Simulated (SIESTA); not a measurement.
Crystal: MnO.

```
CELL_PARAMETERS angstrom
0.00000 2.22391 2.22391
2.22391 0.00000 2.22391
2.22391 2.22391 0.00000
ATOMIC_POSITIONS crystal
Mn 0.00000 0.00000 0.00000
O 0.50000 0.50000 0.50000
```

The cell is a database's computed one.

| Item | Value |
| --- | --- |
| Program | SIESTA 5.4.2 |
| Task | relaxation of cell and atoms |
| Functional | RPBE |
| Potentials or basis | PseudoDojo 0.4 standard (PBE files) |
| Basis | DZP (energy shift 0.002 Ry) |
| Grid cutoff | 800 Ry |
| Energy shift | 0.002 Ry |
| k mesh | 7 × 7 × 7 |
| Occupations | fermi-dirac, width 0.05 eV |
| Spin | collinear spin, ferromagnetic start |
| Starting moments | [4.0, 0.0] μB |

At the start: pressure 7.4 GPa; volume 11.00 Å³/atom.

Problem. Where does the relaxation end?

Solution. Over 8 steps the energy falls by 18.5 meV/atom and the volume is 11.66 Å³/atom (+6.0 %); space group Fm-3m (No. 225, to 0.05 Å); moment 4.96 μB per cell.

Step by step:
```csv
step,energy change (eV),largest force (eV/Å),pressure (GPa),volume (Å³)
1,0.0000,0.0000,7.39,22.00
2,-0.0027,0.0000,7.14,22.05
3,-0.0332,0.0000,-2.54,23.82
4,-0.0356,0.0000,1.42,23.06
5,-0.0368,0.0000,-0.74,23.46
6,-0.0369,0.0000,0.33,23.26
7,-0.0370,0.0000,-0.12,23.35
8,-0.0370,0.0000,0.03,23.32
```

Final structure:
```xyz
2
Lattice="0.0000 2.2675 2.2675 2.2675 0.0000 2.2675 2.2675 2.2675 0.0000" Properties=species:S:1:pos:R:3 pbc="T T T"
Mn    0.0000    0.0000    0.0000
O     2.2675    2.2675    2.2675
```

Caveat: semicore shells carry a single zeta, which can move pressures by several GPa and volumes by a few percent; the potentials were made for another functional, which shifts forces and pressure; the basis of atomic orbitals isn't converged, which shifts pressures, moduli and gaps; a cell with one magnetic atom can't hold antiferromagnetic order, which such compounds often take.
